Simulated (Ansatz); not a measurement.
The system is Te.

```
CELL_PARAMETERS angstrom
4.44693 0.00000 0.00000
-2.22347 3.85115 0.00000
0.00000 0.00000 5.91492
ATOMIC_POSITIONS crystal
Te 0.73100 0.73100 0.50000
Te 0.00000 0.26900 0.83333
Te 0.26900 0.00000 0.16667
```

Base run:

```yaml
Program: Ansatz 0.2.0
Functional: PBE
Potentials_or_basis: Ansatz PAW
Cutoff: "420 eV (not typed: the program's choice for these potentials)"
k_mesh: 7 × 7 × 5
Occupations: fermi-dirac, width 0.05 eV
Spin: no spin polarisation
```

Its results: band gap on the k mesh 0.63 eV, indirect (least direct gap 0.80 eV); pressure 1.7 GPa; largest force 0.173 eV/Å.

Problem. The run is repeated on the same cell with these changes: functional from PBE to revPBE; occupations from fermi-dirac, width 0.05 eV to fixed. What comes out?

Solution. Band gap on the k mesh 0.65 eV, indirect (least direct gap 0.81 eV); pressure 2.7 GPa; largest force 0.173 eV/Å.

Caveats: odd divisions of the mesh miss points on the zone boundary, where band edges often lie, so the gap on the mesh can be too wide; spin-orbit coupling is left out, which moves the levels of the heavy elements; the PAW data sets come from PBE, with cores solved anew for the run's functional, which leaves a small shift of forces and pressure (some runs).

A k mesh can miss the band edges.
